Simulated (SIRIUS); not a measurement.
## Al under changes of volume

One of the cells (16.565 Å³/atom); the others are scaled copies at fixed shape and fractional positions:

```
Al
1.0
     2.87120    0.00000    0.00000
    -1.43560    2.48653    0.00000
     0.00000    0.00000   11.60135
Al
5
Direct
  0.66667 0.33333 0.80134
  0.00000 0.00000 0.00000
  0.33333 0.66667 0.19866
  0.66667 0.33333 0.39888
  0.33333 0.66667 0.60112
```

The cell was built by a generator and needn't be a form met in nature.

| Property | Result |
| --- | --- |
| Program | SIRIUS 7.10.0 |
| Functional | PBE |
| Potentials or basis | PseudoDojo 0.4.1 PBE standard (scalar relativistic) |
| Cutoff | 557 eV |
| Density cutoff | 2229 eV |
| k mesh | 11 × 11 × 3 |
| Occupations | fermi-dirac, width 0.05 eV |
| Spin | no spin polarisation |

```csv
volume (Å³/atom),energy over the lowest point (meV/atom),pressure (GPa),largest force (eV/Å)
15.571,14.30,5.2,0.010
15.903,5.69,3.2,0.005
16.234,1.07,1.4,0.010
16.565,0.00,-0.3,0.014
16.896,?,?,?
17.228,7.05,-3.0,0.020
17.559,14.50,-4.1,0.022
```

Task: What does the run at 16.896 Å³/atom give?

Result: Energy over the lowest point 2.11 meV/atom; pressure -1.7 GPa; largest force 0.017 eV/Å.

Worked out: A Birch-Murnaghan fit of order 3 (a polynomial in V^(-2/3)) to the other rows has its minimum at 16.51 Å³/atom with B0 = V·E''(V) = 78 GPa and B' = 4.6 at fixed shape and positions, which overstates the stiffness. It gives 2.10 meV/atom at 16.896 Å³/atom, against the run's 2.11, and -dE/dV = -1.7 GPa, against -1.7.

Energies are extrapolated to zero smearing.
